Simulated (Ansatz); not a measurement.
# BaTiO3: the cost of one run

Computed with Ansatz 0.2.0 (DFT PBE, scalar-relativistic, plane waves, PAW, unless a step's input says otherwise).

## Step 1: The system as given

Symmetry: Amm2, No. 38, orthorhombic system. Conventional cell: a = 3.986 Å, b = 5.674 Å, c = 5.690 Å, α = 90.00°, β = 90.00°, γ = 90.00°. Around Ba (site symmetry mm2) lie 12 O at 2.77 to 2.92 Å. Ti (site symmetry mm2) is surrounded by 6 O at 1.93 to 2.09 Å. O (site symmetry mm2) is surrounded by 2 Ti at 2.00 Å and 4 Ba at 2.77 to 2.92 Å. O (site symmetry m) is surrounded by 2 Ti at 1.93 to 2.09 Å and 4 Ba at 2.81 to 2.84 Å.

Structure file:

```cif
data_structure
_symmetry_space_group_name_H-M 'Amm2'
_symmetry_Int_Tables_number 38
_cell_length_a 3.9855
_cell_length_b 5.6738
_cell_length_c 5.6903
_cell_angle_alpha 90.000
_cell_angle_beta 90.000
_cell_angle_gamma 90.000
_cell_volume 128.67
loop_
_atom_site_label
_atom_site_type_symbol
_atom_site_symmetry_multiplicity
_atom_site_Wyckoff_symbol
_atom_site_fract_x
_atom_site_fract_y
_atom_site_fract_z
_atom_site_occupancy
Ba1 Ba 2 a 0.00000 0.00000 0.00000 1
Ti1 Ti 2 b 0.50000 0.00000 0.48760 1
O1 O 2 a 0.00000 0.00000 0.51260 1
O2 O 4 e 0.50000 0.75670 0.25146 1
```

The runs take a perfect supercell of 40 atoms; the defect goes to fractional position (0.000, 0.000, 0.000).

## Step 2: The perfect supercell

Contents of input.yaml:

```yaml
crystal:
  lattice:
    - [7.971, 0.0, 0.0]
    - [0.0, 5.6738, 5.6903]
    - [0.0, -5.6738, 5.6903]
  atoms:
    - { symbol: Ba, position: [0.0, 0.0, 0.0] }
    - { symbol: Ba, position: [0.0, 0.0, 0.5] }
    - { symbol: Ba, position: [0.0, 0.5, 0.0] }
    - { symbol: Ba, position: [0.0, 0.5, 0.5] }
    - { symbol: Ba, position: [0.5, 0.0, 0.0] }
    - { symbol: Ba, position: [0.5, 0.0, 0.5] }
    - { symbol: Ba, position: [0.5, 0.5, 0.0] }
    - { symbol: Ba, position: [0.5, 0.5, 0.5] }
    - { symbol: Ti, position: [0.25, 0.2562, 0.2562] }
    - { symbol: Ti, position: [0.25, 0.2562, 0.7562] }
    - { symbol: Ti, position: [0.25, 0.7562, 0.2562] }
    - { symbol: Ti, position: [0.25, 0.7562, 0.7562] }
    - { symbol: Ti, position: [0.75, 0.2562, 0.2562] }
    - { symbol: Ti, position: [0.75, 0.2562, 0.7562] }
    - { symbol: Ti, position: [0.75, 0.7562, 0.2562] }
    - { symbol: Ti, position: [0.75, 0.7562, 0.7562] }
    - { symbol: O, position: [0.0, 0.2437, 0.2437] }
    - { symbol: O, position: [0.0, 0.2437, 0.7437] }
    - { symbol: O, position: [0.0, 0.7437, 0.2437] }
    - { symbol: O, position: [0.0, 0.7437, 0.7437] }
    - { symbol: O, position: [0.5, 0.2437, 0.2437] }
    - { symbol: O, position: [0.5, 0.2437, 0.7437] }
    - { symbol: O, position: [0.5, 0.7437, 0.2437] }
    - { symbol: O, position: [0.5, 0.7437, 0.7437] }
    - { symbol: O, position: [0.25, 0.25262, 0.49592] }
    - { symbol: O, position: [0.25, 0.25262, 0.99592] }
    - { symbol: O, position: [0.25, 0.75262, 0.49592] }
    - { symbol: O, position: [0.25, 0.75262, 0.99592] }
    - { symbol: O, position: [0.75, 0.25262, 0.49592] }
    - { symbol: O, position: [0.75, 0.25262, 0.99592] }
    - { symbol: O, position: [0.75, 0.75262, 0.49592] }
    - { symbol: O, position: [0.75, 0.75262, 0.99592] }
    - { symbol: O, position: [0.25, 0.49592, 0.25262] }
    - { symbol: O, position: [0.25, 0.49592, 0.75262] }
    - { symbol: O, position: [0.25, 0.99592, 0.25262] }
    - { symbol: O, position: [0.25, 0.99592, 0.75262] }
    - { symbol: O, position: [0.75, 0.49592, 0.25262] }
    - { symbol: O, position: [0.75, 0.49592, 0.75262] }
    - { symbol: O, position: [0.75, 0.99592, 0.25262] }
    - { symbol: O, position: [0.75, 0.99592, 0.75262] }
basis:
  ecutwfc: 420
  fft_grid_basis: typed
kpoints:
  mp_grid: { grid: [2, 2, 2] }
hamiltonian:
  xc: pbe
  pseudopotentials: { kind: paw }
scf:
  occupations: { method: gaussian, width: 0.05 }
output:
  forces: true
  stress: false
  eigenvalues: true
  bader: false
  write_density: true
  volumetric_format: npy
```

Started as:

```
$ ansatz run input.yaml --threads 4 --pin off --max-ram 10240MiB --backend cpu --events-out ev --progress --plain --runs-dir out
```

Q: Estimate wall time and peak memory on 4 threads of Arm Neoverse V2, shared host.

About 9.3 s, with a peak of 2.5 GiB.
